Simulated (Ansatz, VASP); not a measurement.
## Two plane-wave programs on Be

```
CELL_PARAMETERS angstrom
3.51449 -0.34061 -0.11193
-1.46244 3.21051 0.12633
1.75663 -1.26722 2.80315
ATOMIC_POSITIONS crystal
Be 0.62003 0.00360 0.60690
Be 0.12002 0.50360 0.10691
Be 0.37004 0.25360 0.35690
Be 0.87003 0.75360 0.85691
```

Alike in both runs: functional PBE; k mesh 6 × 6 × 4; occupations gaussian, width 0.1 eV; no spin polarisation.

Ansatz relaxed the structure, and its values are those at the end. VASP's run is a single point on that final structure, the one shown.

```csv
,VASP,Ansatz
version,VASP 6.6.1,Ansatz 0.2.0
potentials or method,"VASP PAW PBE potentials, release 64 (Be)","scalar-relativistic, plane waves, PAW"
plane-wave cutoff (eV),520,420
valence electrons in the cell,8,8
```

VASP gave:

- gap on the k mesh at the Fermi level (eV): none
- pressure (GPa): 0.3

**Question.** Estimate Ansatz's values.

**Answer.** gap on the k mesh at the Fermi level (eV): none; pressure (GPa): 0.1.

A gap of «none» marks a metal or a gap that the smearing closes.

Caveats: the k mesh is coarse (spacing up to 0.54 Å⁻¹), so the values aren't converged.
